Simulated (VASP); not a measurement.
# InP in VASP: how settings move the r2SCAN single point

Aim: see what changed inputs do to the r2SCAN single point of InP built on the zincblende prototype, under -4.0 % equal strain in all directions.

Program: VASP 6.6.1. PAW datasets, plane waves. (Simulation; spin polarisation is off.)

## 1. The cell

The cell comes from an earlier relaxation with r2SCAN in another program.

The symmetry is F-43m (No. 216, cubic); a = 5.671 Å in the conventional setting, 22.80 Å³ an atom. Near In stand 4 P at 2.46 Å; near P stand 4 In at 2.46 Å.

The structure in full:

```cif
data_structure
_symmetry_space_group_name_H-M 'P 1'
_symmetry_Int_Tables_number 1
_cell_length_a 4.0102
_cell_length_b 4.0102
_cell_length_c 4.0102
_cell_angle_alpha 60.000
_cell_angle_beta 60.000
_cell_angle_gamma 60.000
_cell_volume 45.60
loop_
_atom_site_label
_atom_site_type_symbol
_atom_site_fract_x
_atom_site_fract_y
_atom_site_fract_z
_atom_site_occupancy
In1 In 0.00000 0.00000 0.00000 1
P1 P 0.25000 0.25000 0.25000 1
```

## 2. Baseline

INCAR

```
ENCUT = 520.000000
SIGMA = 0.010000
EDIFF = 1.00e-07
ALGO = Normal
METAGGA = R2SCAN
PREC = Accurate
IBRION = -1
ISIF = 2
ISMEAR = 0
NBANDS = 16
NELM = 120
NSW = 0
LASPH = .TRUE.
LCHARG = .FALSE.
LWAVE = .FALSE.
LREAL = .FALSE.
```

KPOINTS

```
KPOINTS created by Atomic Simulation Environment
0
Gamma
8 8 8
0 0 0
```

POSCAR

```
In P
 1.0000000000000000
     0.0000000000000000    2.8356361294000001    2.8356361294000001
     2.8356361294000001    0.0000000000000000    2.8356361294000001
     2.8356361294000001    2.8356361294000001    0.0000000000000000
 In  P
   1   1
Cartesian
  0.0000000000000000  0.0000000000000000  0.0000000000000000
  1.4178180647000000  1.4178180647000000  1.4178180647000000
```

A file KPOINTS_OPT adds named points for the levels; it doesn't enter the self-consistent loop.

Potentials: the recommended PBE PAW datasets, 18 valence electrons.

Started as:

```bash
mpirun -np 1 vasp_std
```

## 3. Try 1

Edit INCAR of step 2 so:

```diff
@@ -3,3 +3,2 @@
 EDIFF = 1.00e-07
-ALGO = Normal
 METAGGA = R2SCAN
@@ -16 +15,3 @@
 LREAL = .FALSE.
+ALGO = Damped
+TIME = 0.2
```

KPOINTS is that of step 2.

POSCAR is that of step 2.

## 4. Try 2

Edit INCAR of step 2 so:

```diff
@@ -5,3 +5,2 @@
 METAGGA = R2SCAN
-PREC = Accurate
 IBRION = -1
@@ -16 +15,4 @@
 LREAL = .FALSE.
+PREC = Medium
+IMIX = 1
+AMIX = 0.4
```

KPOINTS

```
KPOINTS created by Atomic Simulation Environment
0
Monkhorst-Pack
8 8 8
0 0 0
```

POSCAR is that of step 2.

## 5. Try 3

Edit INCAR of step 2 so:

```diff
@@ -10,3 +10,2 @@
 NBANDS = 16
-NELM = 120
 NSW = 0
@@ -16 +15,3 @@
 LREAL = .FALSE.
+NELM = 88
+NELECT = 21
```

KPOINTS is that of step 2.

POSCAR is that of step 2.

What does the calculation give? Wanted: for each run, changed; ending; energy change; pressure; electronic steps; usable.

As calculated:

| run | changed | ending | energy change (meV/atom) | pressure (GPa) | gap on the mesh (eV; negative: overlap) | electronic steps | time | usable |
| --- | --- | --- | --- | --- | --- | --- | --- | --- |
| ref. | – | converged | 0 | 10.8 | 1.74 | 14 | 93 s | yes |
| 1 | ALGO = Damped, TIME = 0.2 | converged | 0.0 | 10.8 | 1.74 | 38 | 2.7 min | yes |
| 2 | PREC = Medium, IMIX = 1, AMIX = 0.4, shifted mesh | converged | 0.1 | 10.8 | 2.03 | 21 | 80 s | no |
| 3 | NELECT = 21 | converged | – | 148.0 | – | 15 | 79 s | no |

**Reading.** Of 3 altered inputs, 2 ended normally on a faulty or unsound input, 1 gave usable results.
